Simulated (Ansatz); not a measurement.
# CuO: the cost of one run

Method: DFT PBE, scalar-relativistic, plane waves, PAW, in Ansatz 0.2.0.

### Step 1. Starting point

It takes space group Cccm (No. 66, orthorhombic). Conventional cell: a = 4.165 Å, b = 4.175 Å, c = 5.152 Å, α = 90.00°, β = 90.00°, γ = 90.00°. Cu (site symmetry 2/m) has 4 O at 1.96 Å as nearest neighbours. O (site symmetry 222) is surrounded by 4 Cu at 1.96 Å.

Coordinates:

```cif
data_structure
_symmetry_space_group_name_H-M 'Cccm'
_symmetry_Int_Tables_number 66
_cell_length_a 4.1646
_cell_length_b 4.1749
_cell_length_c 5.1518
_cell_angle_alpha 90.000
_cell_angle_beta 90.000
_cell_angle_gamma 90.000
_cell_volume 89.57
loop_
_atom_site_label
_atom_site_type_symbol
_atom_site_symmetry_multiplicity
_atom_site_Wyckoff_symbol
_atom_site_fract_x
_atom_site_fract_y
_atom_site_fract_z
_atom_site_occupancy
Cu1 Cu 4 f 0.75000 0.25000 0.00000 1
O1 O 4 b 0.00000 0.50000 0.25000 1
```

This cell comes from an earlier session at PBE: 11.197 Å³/atom at 0.00 GPa, on a 12×12×8 mesh.

### Step 2. Field gradients and densities at the nuclei

Contents of input.yaml:

```yaml
crystal:
  lattice:
    - [2.0810493988, -2.0822846806, 0.1631489771]
    - [2.0810493988, 2.0822846806, 0.1631489771]
    - [-0.4029988459, 0.0, 5.1360284818]
  atoms:
    - { symbol: Cu, position: [0.0, 0.5, 0.0] }
    - { symbol: Cu, position: [0.5, 0.0, 0.5] }
    - { symbol: O, position: [0.5000131488, 0.4999868512, 0.25] }
    - { symbol: O, position: [0.4999868512, 0.5000131488, 0.75] }
basis:
  ecutwfc: 420
  ecutrho_ratio: 4
kpoints:
  mp_grid: { grid: [12, 12, 8] }
hamiltonian:
  xc: pbe
scf:
  occupations: { method: gaussian, width: 0.05 }
output:
  forces: true
  stress: true
  eigenvalues: true
  efg:
    contact_densities: true
    quadrupole_moments_barn: { O: -0.02558, Cu: -0.22 }
```

Command:

```sh
$ ansatz run input.yaml --threads 8 --pin off --max-ram 22528MiB --backend cpu --events-out ev --progress --plain --runs-dir out
```

**Question.** How long does this run take on 8 threads of Arm Neoverse V1, shared host, and how much memory does it need?

About 3.1 s, with a peak of 0.63 GiB.
